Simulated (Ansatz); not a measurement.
# How C stores the work of compression

Computed with DFT r2SCAN, scalar-relativistic, plane waves, PAW in Ansatz 0.2.0. Settings: 500 eV cutoff, 18×18×18 k-mesh, Gaussian smearing of 0.01 eV, no spin polarisation.

Reference structure (relaxed):

```
CELL_PARAMETERS angstrom
1.22786 0.70891 7.24527
-1.22786 0.70891 7.24527
0.00000 -1.41782 7.24527
ATOMIC_POSITIONS crystal
C 0.91898 0.91898 0.91898
C 0.25231 0.25231 0.25231
C 0.74769 0.74769 0.74769
C 0.08102 0.08102 0.08102
```

Cell and atoms were relaxed at each target pressure within the start's symmetry (R-3m), at zero temperature; other phases can be more stable under pressure. H = E + PV with P the target; E is the free energy at the smearing used, whose derivative the pressure is, per atom and counted from zero pressure.

```json
{"P (GPa)": "0", "V (Å³/atom)": "9.460", "E − E0 (meV)": "0.0", "H − H0 (meV)": "0.0"}
{"P (GPa)": "3", "V (Å³/atom)": "8.676", "E − E0 (meV)": "6.1", "H − H0 (meV)": "168.6"}
{"P (GPa)": "8", "V (Å³/atom)": "8.095", "E − E0 (meV)": "25.1", "H − H0 (meV)": "429.3"}
{"P (GPa)": "15", "V (Å³/atom)": "7.605", "E − E0 (meV)": "59.5", "H − H0 (meV)": "771.5"}
```

Q: Thermodynamics gives dH/dP = V along a relaxed path. Integrate V over P by the trapezoid rule and compare with the computed enthalpies.

A: With 1 eV/Å³ = 160.22 GPa, each step adds the mean volume times ΔP / 160.22:
```
P (GPa)  ∫V dP (meV) H − H0 (meV) difference (meV)
      3        169.8         168.6               1.2
      8        431.5         429.3               2.2
     15        774.5         771.5               3.0
```

V(P) curves upward, so the trapezoid rule runs high; integrating a smooth curve through the same points puts that excess at about 3.0 meV at 15 GPa, against the 3.0 meV found.

Q: At 15 GPa, how much of the enthalpy change is stored energy and how much is the PV term?

A: E rises by 60 meV/atom and PV is 15 × 7.605 / 160.22 = 712 meV/atom, so PV makes 92 % of ΔH. So between rival structures at high pressure a small difference in volume can outweigh the difference in energy: 1 % of this volume is worth 7.1 meV/atom at this pressure.

Q: What bulk modulus do the lowest pressures give?

A: From the pressures that the runs reached, 0.03 GPa (9.460 Å³) and 3.01 GPa (8.676 Å³), B = −ΔP/Δln V = 2.98 / 0.0865 = 34 GPa, a mean over that range.